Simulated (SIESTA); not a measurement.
Input of a SIESTA 5.4.2 run:

The input run.py:

```python
from ase import Atoms
from ase.calculators.siesta import Siesta
from ase.units import Ry, GPa

atoms = Atoms(
    ['Sr', 'O'],
    cell=[
        [0.0, 2.5663, 2.5663],
        [2.5663, 0.0, 2.5663],
        [2.5663, 2.5663, 0.0],
    ],
    scaled_positions=[
        [0.5, 0.5, 0.5],
        [0.0, 0.0, 0.0],
    ],
    pbc=True,
)

fdf = {
    'SCFMustConverge': False,
    'OccupationFunction': 'FD',
    'ElectronicTemperature': '0.05 eV',
    'MaxSCFIterations': '120',
    'SCF.Mixer.Method': 'Pulay',
    'SCF.Mixer.Weight': '0.25',
    'SCF.Mixer.History': '8',
    'SCF.DM.Tolerance': '5.0e-05',
    'SCF.H.Tolerance': '1.0e-03 eV',
    'WriteForces': 'true',
    'Charge.Mulliken': 'end',
    'BandLinesScale': 'ReciprocalLatticeVectors',
    'BandLines': ['  1    0.000000   0.000000   0.000000  \\Gamma', ' 12    0.500000   0.000000   0.500000  X', '  6    0.500000   0.250000   0.750000  W', '  4    0.375000   0.375000   0.750000  K', ' 13    0.000000   0.000000   0.000000  \\Gamma', ' 11    0.500000   0.500000   0.500000  L', '  8    0.625000   0.250000   0.625000  U', '  4    0.500000   0.250000   0.750000  W', '  9    0.500000   0.500000   0.500000  L', '  8    0.375000   0.375000   0.750000  K', '  1    0.625000   0.250000   0.625000  U', '  4    0.500000   0.000000   0.500000  X'],
    'PAO.Basis': ['Sr.1 5', 'n=4 0 2', '  3.905 0.000', 'n=5 0 2', '  9.500 0.000', 'n=4 1 2', '  4.631 0.000', 'n=5 1 1', '  9.500', 'n=4 2 1', '  7.000'],
}
calc = Siesta(
    label="SrO",
    command="siesta < PREFIX.fdf > PREFIX.out",
    pseudo_path="pseudos",
    pseudo_qualifier="",
    xc=('LDA', 'PW92'),
    basis_set="DZP",
    mesh_cutoff=800 * Ry,
    energy_shift=0.003 * Ry,
    kpts=[9, 9, 9],
    spin="non-polarized",
    fdf_arguments=fdf,
)
atoms.calc = calc

print(f"energy = {atoms.get_potential_energy():.6f} eV")
free = atoms.get_potential_energy(force_consistent=True)
print(f"free energy = {free:.6f} eV")
print("forces (eV/A):")
print(atoms.get_forces(apply_constraint=False).round(6))
print("stress (GPa, Voigt order, tension positive):", (atoms.get_stress() / GPa).round(4))
```

Potentials or basis: PseudoDojo 0.4 standard (LDA files), DZP (energy shift 0.003 Ry; two zetas on semicore shells; d shell added on Sr).

Command:

```bash
$ python run.py
```

Estimate the band gap along the path.

3.10 eV, indirect (least direct gap 3.19 eV).

Predict the pressure.

-3.3 GPa.

Predict the band gap on the k mesh.

3.16 eV, indirect (least direct gap 3.26 eV).

Levels at the corners of the path, in eV from the valence-band top:
```csv
point,band 5,band 6,band 7,band 8,band 9,band 10,band 11,band 12
Γ,-13.79,0.00,0.00,0.00,3.82,6.13,6.13,6.13
X,-14.18,-0.43,-0.09,-0.09,3.10,7.87,10.31,10.37
W,-13.13,-1.17,-0.45,-0.45,5.94,5.94,8.73,11.30
K,-13.31,-0.99,-0.59,-0.48,4.66,7.89,8.83,10.33
Γ,-13.79,0.00,0.00,0.00,3.82,6.13,6.13,6.13
L,-12.47,-2.28,-1.18,-1.18,6.50,8.93,8.94,8.94
U,-13.31,-0.99,-0.59,-0.48,4.66,7.89,8.83,10.33
W,-13.13,-1.17,-0.45,-0.45,5.94,5.94,8.73,11.30
L,-12.47,-2.28,-1.18,-1.18,6.50,8.93,8.94,8.94
K,-13.31,-0.99,-0.59,-0.48,4.66,7.89,8.83,10.33
U,-13.31,-0.99,-0.59,-0.48,4.66,7.89,8.83,10.33
X,-14.18,-0.43,-0.09,-0.09,3.10,7.87,10.31,10.37
```

Caveat: the basis of atomic orbitals isn't converged, which shifts pressures, moduli and gaps.
